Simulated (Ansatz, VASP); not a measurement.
# Two plane-wave programs on AlCu3

The input INCAR:

```
PREC = Accurate
ENCUT = 520
EDIFF = 1E-6
ISMEAR = 0
SIGMA = 0.15
LREAL = F
LASPH = T
NELM = 60
ALGO = Normal
ISIF = 2
LWAVE = F
LCHARG = T
LELF = T
LVHAR = T
NBANDS = 26
```

File KPOINTS:

```
Automatic mesh
0
Gamma
  12 12 12
```

File POSCAR:

```
AlCu3
1.0
    3.5890258340      0.0000000000      0.0000000000
    0.0000000000      3.5890258340      0.0000000000
    0.0000000000      0.0000000000      3.5890258340
Al Cu
1 3
Direct
    0.0000000000      0.0000000000      0.0000000000
    0.5000000000      0.5000000000      0.0000000000
    0.5000000000      0.0000000000      0.5000000000
    0.0000000000      0.5000000000      0.5000000000
```

Input for Ansatz:

```yaml
crystal:
  lattice:
    - [3.589025834, 0.0, 0.0]
    - [0.0, 3.589025834, 0.0]
    - [0.0, 0.0, 3.589025834]
  atoms:
    - { symbol: Al, position: [0.0, 0.0, 0.0] }
    - { symbol: Cu, position: [0.5, 0.5, 0.0] }
    - { symbol: Cu, position: [0.5, 0.0, 0.5] }
    - { symbol: Cu, position: [0.0, 0.5, 0.5] }
basis:
  ecutwfc: 520.0
kpoints:
  mp_grid: { grid: [12, 12, 12] }
hamiltonian:
  xc: lda
  pseudopotentials: { kind: paw, azcp: { folder: soft_1 } }
scf:
  occupations: { method: gaussian, width: 0.15 }
output:
  forces: true
  stress: true
  eigenvalues: true
```

The cell comes from a database or a generator and needn't be the stable form of this composition.

Alike in both runs: task single point; functional LDA; k mesh 12 × 12 × 12; occupations gaussian, width 0.15 eV; no spin polarisation.

|  | VASP | Ansatz |
| --- | --- | --- |
| version | VASP 6.6.1 | Ansatz 0.2.0 |
| potentials or method | VASP PAW LDA potentials, release 64 (Al, Cu) | scalar-relativistic, plane waves, PAW |
| plane-wave cutoff (eV) | 520 | 520 |
| valence electrons in the cell | 36 | 60 |

```tsv
	VASP	Ansatz	Ansatz less VASP
gap on the k mesh at the Fermi level (eV)	none	none	-
pressure (GPa)	0.5	0.0	-0.55
```

A gap of «none» marks a metal or a gap that the smearing closes. The two sets of potentials don't hold the same shells in valence. Ansatz warned: «pseudo_functional_mismatch».
